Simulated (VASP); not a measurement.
Crystal: Si2W.

```
Si W
1.0
    -3.25017    3.12838    0.05236
     3.27360    3.15181    0.07121
     1.61353   -1.63998   -4.21185
Si W
4 2
Direct
  0.63868 0.01558 0.29910
  0.16327 0.49641 0.34525
  0.34039 0.00443 0.67550
  0.82731 0.49612 0.66186
  0.02527 0.99062 0.01272
  0.50508 0.49684 0.00558
```

The cell isn't the ideal one: all atoms moved at random, sigma 0.05 Å a component, cell strained at random, sigma 0.06.

| Quantity | Value |
| --- | --- |
| Program | VASP 6.6.1 |
| Task | relaxation of cell and atoms |
| Functional | RPBE |
| Potentials or basis | VASP PAW PBE potentials, release 64 (Si, W_sv) |
| Cutoff | 600 eV |
| k mesh | 7 × 6 × 7 |
| Occupations | gaussian, width 0.05 eV |
| Spin | no spin polarisation |

At the start: pressure -3.7 GPa; volume 14.29 Å³/atom.

Problem. Where does the relaxation end?

Solution. Over 19 steps the energy falls by 134.6 meV/atom and the volume is 13.83 Å³/atom (-3.2 %); space group I4/mmm (No. 139, to 0.05 Å).

Step by step:
| step | energy change (eV) | largest force (eV/Å) | pressure (GPa) | volume (Å³) |
| --- | --- | --- | --- | --- |
| 1 | 0.0000 | 2.1676 | -3.71 | 85.71 |
| 2 | -0.6325 | 1.1327 | 5.93 | 81.29 |
| 3 | -0.7064 | 1.2443 | 2.45 | 82.34 |
| 4 | -0.7848 | 0.2620 | -3.12 | 84.30 |
| 5 | -0.7874 | 0.3207 | -2.35 | 84.00 |
| 6 | -0.7979 | 0.2120 | 2.03 | 82.23 |
| 7 | -0.8036 | 0.1304 | 0.35 | 82.88 |
| 8 | -0.8063 | 0.0837 | -0.08 | 83.02 |
| 9 | -0.8063 | 0.0822 | -0.11 | 83.03 |
| 10 | -0.8072 | 0.0404 | 0.09 | 82.97 |
| 11 | -0.8072 | 0.0381 | 0.13 | 82.95 |
| 12 | -0.8074 | 0.0180 | -0.15 | 83.06 |
| 13 | -0.8074 | 0.0182 | -0.14 | 83.05 |
| 14 | -0.8075 | 0.0122 | 0.08 | 82.97 |
| 15 | -0.8075 | 0.0121 | 0.04 | 82.99 |
| 16 | -0.8075 | 0.0123 | 0.03 | 82.99 |
| 17 | -0.8075 | 0.0075 | 0.00 | 83.00 |
| 18 | -0.8075 | 0.0059 | -0.02 | 83.01 |
| 19 | -0.8075 | 0.0034 | 0.01 | 82.99 |

Final structure:
```
Si W
1.0
    -3.24275    3.24328    0.00071
     3.24454    3.24339    0.00003
     1.62064   -1.62098   -3.94474
Si W
4 2
Cartesian
  1.6227 4.8655 -1.3032
  1.6222 1.6217 -1.3032
  -0.0006 0.0007 -2.6412
  0.0005 3.2435 -2.6405
  3.2445 3.2434 0.0000
  1.6217 1.6223 -3.9442
```

Caveat: the PAW data sets were made with another functional, which shifts forces and pressure a little.
